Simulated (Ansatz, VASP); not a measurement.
InPd in VASP and in Ansatz

```
In Pd
1.0
     3.33606    0.00000    0.00000
     0.00000    3.33606    0.00000
     0.00000    0.00000    3.33606
In Pd
1 1
Direct
  0.00000 0.00000 0.00000
  0.50000 0.50000 0.50000
```

Change from the starting cell: volume scaled by 1.06.

Alike in both runs: task single point; functional PBE; k mesh 8 × 8 × 8; occupations fermi-dirac, width 0.05 eV; no spin polarisation.

```csv
,VASP,Ansatz
version,VASP 6.6.1,Ansatz 0.2.0
potentials or method,"VASP PAW PBE potentials, release 64 (In_d, Pd)",Ansatz PAW
plane-wave cutoff (eV),520,420
valence electrons in the cell,23,31
```

Ansatz gave:

```
gap on the k mesh at the Fermi level (eV) : none
pressure (GPa)                            : -3.1
```

**Question.** What did VASP give for the same quantities?

**Answer.** gap on the k mesh at the Fermi level (eV): none; pressure (GPa): -3.0.

A gap of «none» marks a metal or a gap that the smearing closes. The two sets of potentials don't hold the same shells in valence.
